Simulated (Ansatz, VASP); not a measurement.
# Cross-check of TiO2 between VASP and Ansatz, part 2 of 2

Wanted: the spread between two codes on one cell, functional and k mesh. The cell is taken from a series of runs on this material, whose earlier steps may have relaxed, scaled, displaced or heated it; both programs get it as it stands.

VASP 6.6.1 and Ansatz 0.2.0.

So far: The starting structure; VASP: single point, HSE06.

### Step 3. Ansatz: single point, HSE06

Level of this step: Ansatz beside VASP: Kohn-Sham DFT, plane waves, HSE06 (Ansatz).

Ansatz runs on its PAW soft_1 files.

The same cell, functional and mesh now go to Ansatz, which takes its cutoff from its data sets.

The input, input.yaml:

```yaml
crystal:
  lattice:
    - [6.1535771931, -1.8834685, 0.0]
    - [6.1535771931, 1.8834685, 0.0]
    - [-1.9283261078, 0.0, 6.3289668713]
  atoms:
    - { symbol: Ti, position: [0.804714, 0.804714, 0.716238] }
    - { symbol: Ti, position: [0.099929, 0.099929, 0.710398] }
    - { symbol: Ti, position: [0.195286, 0.195286, 0.283762] }
    - { symbol: Ti, position: [0.900071, 0.900071, 0.289602] }
    - { symbol: O, position: [0.0583525, 0.0583525, 0.369979] }
    - { symbol: O, position: [0.638069, 0.638069, 0.706603] }
    - { symbol: O, position: [0.1328115, 0.1328115, 0.004709] }
    - { symbol: O, position: [0.9416475, 0.9416475, 0.630021] }
    - { symbol: O, position: [0.7365115, 0.7365115, 0.3475] }
    - { symbol: O, position: [0.8671885, 0.8671885, 0.995291] }
    - { symbol: O, position: [0.2634885, 0.2634885, 0.6525] }
    - { symbol: O, position: [0.361931, 0.361931, 0.293397] }
kpoints:
  mp_grid: { grid: [4, 4, 2] }
  band_path:
    path:
      - [0.0, 0.0, 0.0]
      - [-0.27559497, 0.27559497, 0.0]
      - [-0.72440503, -0.27559497, 0.0]
      - [-0.5, -0.5, 0.0]
      - [-0.5, -0.5, 0.5]
      - [-0.73828134, -0.26171866, 0.5]
      - [-0.26171866, 0.26171866, 0.5]
      - [0.0, 0.0, 0.5]
      - [-0.714453206, -0.285546794, 0.5]
      - [-0.1, -0.1, 0.0]
    npoints: 1
hamiltonian:
  xc: hse06
  pseudopotentials: { kind: paw, azcp: { folder: soft_1 } }
scf:
  occupations: { method: fixed }
  n_extra_bands: 8
output:
  eigenvalues: true
```

Command:

```console
ansatz run input.yaml --threads 3 --pin off --max-ram 92160MiB --backend cuda --events-out ev --progress --plain --runs-dir out --devices 1 --max-vram 13GiB
```

Numbers of over 12 decimals in the logs are rounded to 6 here.

Output:

```text
scf.n_extra_bands = 8 over 48 filled bands (N_el = 96.0): the run solves 56 bands
GPUs: using 1 of 1 available (devices: 1).
Engine: ansatz 0.2.0, x86_64-unknown-linux-gnu
Pseudopotentials: kind: paw
Pseudopotential: Ti, paw, valence charge 12, recommended cutoff 420 eV (normal), soft_1/Ti.paw.azcp
Pseudopotential: O, paw, valence charge 6, recommended cutoff 420 eV (normal), soft_1/O.paw.azcp
Functional definition: HSE06
  parameter a = 0.25
  parameter omega = 0.11/bohr
  exchange = pbe_x - a*pbe_x_sr(omega) + a*exact_x_sr(omega)
  correlation = pbe_c
davidson cushion auto → on  (no smearing: the cushion is to keep the highest requested band from converging to the state above it; pin scf.eigensolver.cushion to override)
device memory: the entry about to start is reckoned to put 3.9 GiB on a device that reports 34.7 GiB free (of which the cap on the GPU budget leaves the run 13.0 GiB)
GPU FFT provider: cuFFT
GPU libraries: cuBLAS 13.8.2, cuFFT 12.4.0, cuSOLVER 12.3.4
Crystal: 12 atoms, lattice volume = 146.706 Å³
Basis set: ecut = 420 eV, 2869 PW (Γ)
Bands: 56, of which v1, the nominal top of the filled ones, is band 48 counted from 1 (47 counted from 0)
Symmetry: 4 space group operations
Space group: C2/m (ITA 12), of the structure as read, at distance tolerance 5.3e-5 Å
k-points: 14 of 32
Non-local potential: Ti, projectors of the file, l = 0: 3, l = 1: 2, l = 2: 3, l = 3: 1
Non-local potential: O, projectors of the file, l = 0: 2, l = 1: 2, l = 2: 1
PAW form: soft (Blöchl's): semilocal exchange-correlation on the pseudo side does not see the compensation charge
PAW frozen core: Ti, regenerated for the run's functional, and the local potential with it (the file was generated under x = pbe(κ = 0.804, μ = 0.219515), c = pbe(β = 0.066725))
PAW frozen core: O, regenerated for the run's functional, and the local potential with it (the file was generated under x = pbe(κ = 0.804, μ = 0.219515), c = pbe(β = 0.066725))
PAW one-centre angular grid: Ti, 590 points (default); XC on 64 Gauss nodes
PAW one-centre angular grid: O, 110 points (default); XC on 96 Gauss nodes
Initial density: superposition of atomic densities (chi_scale 0.1, normalization cell, long waves kept (reshape's long-wave potential 0.08 eV rms))
Initial wavefunctions: pseudopotential atomic-orbital guess
GPU buffer pool allocated for 91125 grid points (all kernels)
GPU transforms: local potential and band sums: pruned to the plane-wave sphere, on 45×45×45
Functional: x = pbe(κ = 0.804, μ = 0.219515), c = pbe(β = 0.066725), warm-up for x = pbe(κ = 0.804, μ = 0.219515) + 0.25 (exact − pbe) at short range (hse, ω = 0.207870 Å⁻¹), c = pbe(β = 0.066725); HSE06 as pw.x's `hse` composes it (authors' and Libxc's form: `xc: wpbeh`)
SCF iter   1: F=—  HF=-14555.698337 eV  |F-HF|=—  |Δ(HF+E_count)|=         —  Δρ=5.70e-2  dr2=5.58e0  ethr=1.00e-1  ⟨swp⟩=3.0  Hψ=2377  notcnv=0
preconditioner: auto → none  [insulator: Δε(μ)=2.710 eV  Ē_g=9.397 eV  n_scr=44 (ndim 8)  ℏωp=24.5 eV  f_vac=0.045]
SCF iter   2: F=—  HF=-14555.548899 eV  |F-HF|=—  |Δ(HF+E_count)|=   1.49e-1  Δρ=5.46e-2  dr2=3.97e0  ethr=5.81e-3  ⟨swp⟩=4.1  Hψ=2330  notcnv=0  defer=1
SCF iter   3: F=—  HF=-14555.325989 eV  |F-HF|=—  |Δ(HF+E_count)|=   2.23e-1  Δρ=3.31e-2  dr2=1.97e0  ethr=4.13e-3  ⟨swp⟩=3.2  Hψ=2078  notcnv=0
SCF iter   4: F=—  HF=-14555.140767 eV  |F-HF|=—  |Δ(HF+E_count)|=   1.85e-1  Δρ=1.78e-2  dr2=5.15e-1  ethr=2.05e-3  ⟨swp⟩=2.1  Hψ=1737  notcnv=0
SCF iter   5: F=—  HF=-14555.116073 eV  |F-HF|=—  |Δ(HF+E_count)|=   2.47e-2  Δρ=8.73e-3  dr2=1.64e-1  ethr=5.36e-4  ⟨swp⟩=3.1  Hψ=1865  notcnv=0
iter 6 solved again at ethr=3.49e-6 eV; its pass at ethr=1.71e-4 eV (dr2=3.35e-3 eV) is discarded
SCF iter   6: F=—  HF=-14555.102640 eV  |F-HF|=—  |Δ(HF+E_count)|=   1.34e-2  Δρ=1.94e-3  dr2=4.11e-3  ethr=3.49e-6  ⟨swp⟩=4.1  Hψ=4159  notcnv=0
eigensolver tolerance schedule calibrated: the retry pair's looser diagonalisation under-reported the residual by θ = 0.18 (0.11/decade); ethr = c·dr2/N_el runs at the constant in force after the calibration composes with the one it found (an armed cap, an earlier calibration), c = 8.4e-2
SCF iter   7: F=—  HF=-14555.102769 eV  |F-HF|=—  |Δ(HF+E_count)|=   1.29e-4  Δρ=1.08e-3  dr2=8.14e-4  ethr=3.49e-6  ⟨swp⟩=3.0  Hψ=1813  notcnv=0
SCF iter   8: F=-14555.102492 eV  HF=-14555.102863 eV  |F-HF|=3.70e-4  |Δ(HF+E_count)|=   9.37e-5  Δρ=5.01e-4  dr2=4.89e-4  ethr=7.13e-7  ⟨swp⟩=3.9  Hψ=2291  notcnv=0
SCF 1 stopped early in 8 iterations: F = -14555.102492 eV  dr2 = 4.89e-4
  greatest PAW one-centre occupation: 0.999 electrons in one spin orbital (limit 2), on the Ti atom at site 2 (counted from 0), in its partial waves of l = 0
device memory: the entry about to start is reckoned to put 4.5 GiB (of the 4.6 GiB reckoned in all, the device holds 0.1 GiB already) on a device that reports 46.9 GiB free (of which the cap on the GPU budget leaves the run 13.0 GiB)
GPU FFT provider: cuFFT
GPU libraries: cuBLAS 13.8.2, cuFFT 12.4.0, cuSOLVER 12.3.4
Initial density: handed on by an earlier stage of this run
Initial wavefunctions: those handed on with the density
GPU buffer pool allocated for 91125 grid points (all kernels)
GPU transforms: local potential and band sums: pruned to the plane-wave sphere, on 45×45×45
Functional: x = pbe(κ = 0.804, μ = 0.219515) + 0.25 (exact − pbe) at short range (hse, ω = 0.207870 Å⁻¹), c = pbe(β = 0.066725); HSE06 as pw.x's `hse` composes it (authors' and Libxc's form: `xc: wpbeh`)
Exchange kernel: α = 0.2500, screened, ω = 0.2079 Å⁻¹, Wigner–Seitz truncation, v(0) = 1026.6142 eV·Å³, q-mesh 4×4×2, nearest image of the exchange supercell L = 13.23 Å, pair-density grid 30×30×30, without the augmentation charges, whose exchange is taken in its separable form by FFT convolution over the k-point mesh (sized by the pseudopotential files, 24×40×45 at the most), smooth part of the exact exchange by density-matrix convolution in up to 2.99 GiB of GPU memory as planned if the GPU has room (build and FFT work areas not counted)
Frozen-core exchange: fock
SCF iter   1: F=—  HF=-14552.313826 eV  |F-HF|=—  |Δ(HF+E_count)|=         —  Δρ=3.12e-2  dr2=2.02e0  ethr=5.09e-6  ⟨swp⟩=7.4  Hψ=4441  notcnv=0
preconditioner: auto → none  [insulator: Δε(μ)=5.135 eV  Ē_g=12.212 eV  n_scr=44 (ndim 8)  ℏωp=24.5 eV  f_vac=0.132]
[...]
SCF iter   5: F=—  HF=-14551.859832 eV  |F-HF|=—  |Δ(HF+E_count)|=   1.06e-2  Δρ=9.77e-4  dr2=1.06e-3  ethr=5.09e-6  ⟨swp⟩=4.0  Hψ=2712  notcnv=0
SCF iter   6: F=—  HF=-14551.861950 eV  |F-HF|=—  |Δ(HF+E_count)|=   2.12e-3  Δρ=7.47e-4  dr2=6.33e-4  ethr=8.34e-7  ⟨swp⟩=4.5  Hψ=2614  notcnv=0
SCF iter   7: F=-14551.861754 eV  HF=-14551.861775 eV  |F-HF|=2.10e-5  |Δ(HF+E_count)|=   1.75e-4  Δρ=1.24e-4  dr2=2.85e-5  ethr=5.51e-7  ⟨swp⟩=3.6  Hψ=1913  notcnv=0
SCF 2 stopped early in 7 iterations: F = -14551.861754 eV  dr2 = 2.85e-5
hybrid outer 1: dexx = +1.269e-1 eV, tail = 3.71e-4 eV
GPU FFT provider: cuFFT
GPU libraries: cuBLAS 13.8.2, cuFFT 12.4.0, cuSOLVER 12.3.4
GPU buffer pool allocated for 91125 grid points (all kernels)
GPU transforms: local potential and band sums: pruned to the plane-wave sphere, on 45×45×45
Exchange kernel: α = 0.2500, screened, ω = 0.2079 Å⁻¹, Wigner–Seitz truncation, v(0) = 1026.6142 eV·Å³, q-mesh 4×4×2, nearest image of the exchange supercell L = 13.23 Å, pair-density grid 30×30×30, without the augmentation charges, whose exchange is taken in its separable form by FFT convolution over the k-point mesh (sized by the pseudopotential files, 24×40×45 at the most), smooth part of the exact exchange by density-matrix convolution in up to 2.99 GiB of GPU memory as planned if the GPU has room (build and FFT work areas not counted)
Frozen-core exchange: fock
SCF iter   1: F=—  HF=-14551.860789 eV  |F-HF|=—  |Δ(HF+E_count)|=         —  Δρ=2.70e-4  dr2=1.20e-4  ethr=1.93e-6  ⟨swp⟩=3.9  Hψ=1990  notcnv=0
preconditioner: auto → none  [insulator: Δε(μ)=4.288 eV  Ē_g=11.466 eV  n_scr=44 (ndim 8)  ℏωp=24.5 eV  f_vac=0.135]
iter 2 solved again at ethr=6.59e-9 eV; its pass at ethr=1.23e-7 eV (dr2=6.33e-6 eV) is discarded
SCF iter   2: F=—  HF=-14551.860763 eV  |F-HF|=—  |Δ(HF+E_count)|=   2.60e-5  Δρ=7.91e-5  dr2=8.46e-6  ethr=6.59e-9  ⟨swp⟩=3.0  Hψ=3974  notcnv=0
SCF iter   3: F=—  HF=-14551.860762 eV  |F-HF|=—  |Δ(HF+E_count)|=   1.38e-6  Δρ=2.72e-5  dr2=1.59e-6  ethr=6.59e-9  ⟨swp⟩=3.1  Hψ=1975  notcnv=0
SCF iter   4: F=—  HF=-14551.860774 eV  |F-HF|=—  |Δ(HF+E_count)|=   1.20e-5  Δρ=2.79e-5  dr2=5.74e-7  ethr=5.52e-10  ⟨swp⟩=5.9  Hψ=3014  notcnv=0
SCF iter   5: F=—  HF=-14551.860774 eV  |F-HF|=—  |Δ(HF+E_count)|=   1.32e-7  Δρ=9.61e-6  dr2=1.87e-7  ethr=5.52e-10  ⟨swp⟩=4.0  Hψ=1978  notcnv=0
SCF iter   6: F=-14551.860775 eV  HF=-14551.860775 eV  |F-HF|=3.92e-8  |Δ(HF+E_count)|=   7.52e-7  Δρ=8.08e-6  dr2=6.62e-8  ethr=7.60e-11  ⟨swp⟩=6.3  Hψ=2735  notcnv=0
SCF 3 converged in 6 iterations: F = -14551.860775 eV  dr2 = 6.62e-8
hybrid outer 2: dexx = +1.718e-5 eV, tail = 2.77e-7 eV, Δε = 8.16e-3 eV (about 2.49e-4 eV left of the loop's levels)
the search or the solves at the SCF's close seem to have found levels that the self-consistency loop had missed (the run counts 2). By its estimate they hold under 1e-12 electrons; where the run keeps them, the occupations were computed again with them
device memory: the entry about to start is reckoned to put 1.4 GiB on a device that reports 43.7 GiB free (of which the cap on the GPU budget leaves the run 13.0 GiB)
NSCF: frozen V_eff on 10 k-points
hybrid SCF converged: 2 outer / 13 inner (+8 warm-up), last move |dexx| = 1.72e-5 eV, tail = 2.77e-7 eV
Stability not checked: this state was not tested for a lower state beside it, because the functional holds exact exchange (a hybrid, or Hartree-Fock), whose exchange loop this test does not read (fock_operator; see scf.lower_state_search)
Free energy (F): -14551.860776 eV
Frozen-core exchange: fock
Harris-Foulkes:  -14551.860776 eV  (|F-HF|=3.92e-8)
Internal energy: -14551.860776 eV  (E = F + TS)
E sigma→0 (E₀):  -14551.860776 eV
Fermi energy:    5.095269 eV
--- Per-component energies (eV) ---
  E_band       = -1235.488120
  E_kinetic    = 2463.016535
  E_local      = -8145.743344  (includes V_loc(G=0)·N_el)
  E_nonlocal   = 624.751562
  E_hartree    = 3180.858842
  E_xc         = -834.846543
  E_vxc        = -1047.350404  (∫ρ·V_xc dr)
  E_exx        = -313.223867  (= α·E_x^exact, valence–valence)
  E_paw        = -5345.375917  (= ΣΔE_a)
  E_vpaw       = -865.444119  (= ΣTr[D̂ρ^β])
  E_aug_tail   = 0.005815  (compensation charges beyond the density's cutoff)
  E_ewald      = -6180.402828
  E_core_change = -0.901030  (= ΣΔE_core)
  E_smearing   = -0.000000  (= −TS)
  E_closure    = 0.000000  (closes the sum)
  Σ components = -14551.860776   (vs F -14551.860776, Δ=0.00e0)
--- Band table (eV; the first three rows and the last of 14) ---
  k-point 0: bands = [... 44 lower, 4.2532, 4.2928, 4.6779, 4.9122, 9.3802, 9.7487, 9.9459, 9.9686, ... 4 higher]
  k-point 1: bands = [... 44 lower, 4.3456, 4.3760, 4.4268, 4.6072, 9.4540, 9.7637, 9.9572, 10.0324, ... 4 higher]
  k-point 2: bands = [... 44 lower, 4.4178, 4.5118, 4.8498, 4.9758, 9.7475, 9.8352, 9.9806, 10.0865, ... 4 higher]
  k-point 13: bands = [... 44 lower, 4.1123, 4.6521, 4.8571, 4.8778, 9.6237, 9.7733, 9.9624, 10.0837, ... 4 higher]
```

### Step 4. Side by side

Known differences besides the potentials themselves: exact exchange at q = 0 is treated differently, which shows on coarse meshes; VASP keeps PBE cores, Ansatz makes them for the functional; fixed occupations in Ansatz, narrow Gaussian smearing in VASP; the cutoff is 420 eV in Ansatz and 520 eV in VASP; VASP takes a coarser grid for exact exchange (PRECFOCK = Fast). Total energies have different zeros and are not compared.

Compared:

```tsv
quantity	Ansatz	VASP	difference
gap on the k mesh (eV)	4.285	4.256	+0.029
```

A gap on the mesh is an upper bound, since the band edges may lie between its points.

### Step 5. What came out

| Property | Result |
| --- | --- |
| difference in gap on the k mesh (single point, HSE06) | 0.029 eV |

In words: The difference in gap on the k mesh is 0.029 eV (single point, HSE06), within the 0.08 eV picked in this series as the mark of a large difference. Such differences can come from data sets, numerical settings and the points named under the comparisons, not from the functional's error against experiment.

[Lines on the potential files, build, host, timing and source positions are cut from VASP's logs without a mark.]

[Logs are printed without paths, hosts, clocks, repeated set-up lines and the standing remarks that a program may print on its own settings, such as how far it seeks lower states.]

[Hosts, paths, dates, database ids (printed as entryN), source tags and the programs' standing remarks are cut or masked in the printed files.]
